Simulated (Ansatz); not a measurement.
TePt:

```
CELL_PARAMETERS angstrom
1.98157 1.14406 6.66103
-1.98157 1.14406 6.66103
0.00000 -2.28812 6.66103
ATOMIC_POSITIONS crystal
Pt 0.12967 0.12967 0.12967
Pt 0.87033 0.87033 0.87033
Te 0.40200 0.40200 0.40200
Te 0.59800 0.59800 0.59800
```

Base run:

* Program: Ansatz 0.2.0
* Functional: PBEsol
* Potentials or basis: all-electron PAW datasets made for the crystal
* Cutoff: 260 eV (chosen from the basis error)
* k mesh: 8 × 8 × 8
* Occupations: fermi-dirac, width 0.05 eV
* Spin: no spin polarisation

Its results: pressure -0.3 GPa; largest force 0.193 eV/Å.

**Question.** After a change of settings the same cell gave: pressure 11.6 GPa; largest force 1.350 eV/Å. Which change was it?
A. potentials or basis from all-electron PAW datasets made for the crystal to all-electron LAPW, inner shells corrected to Dirac's equation; cutoff from 260 eV (chosen from the basis error) to 288 eV (chosen from the basis error)
B. potentials or basis from all-electron PAW datasets made for the crystal to all-electron LAPW, non-relativistic; cutoff from 260 eV (chosen from the basis error) to 287 eV (chosen from the basis error)
C. potentials or basis from all-electron PAW datasets made for the crystal to all-electron LAPW, scalar-relativistic; cutoff from 260 eV (chosen from the basis error) to 288 eV (chosen from the basis error)

**Answer.** B.

Caveats: relativity is left out, which matters for the heavier elements (some runs); forces of over 1 eV/Å show positions far from the minimum, so gaps and moduli don't describe the material at rest (some runs).

The runs don't all hold the same shells in valence.
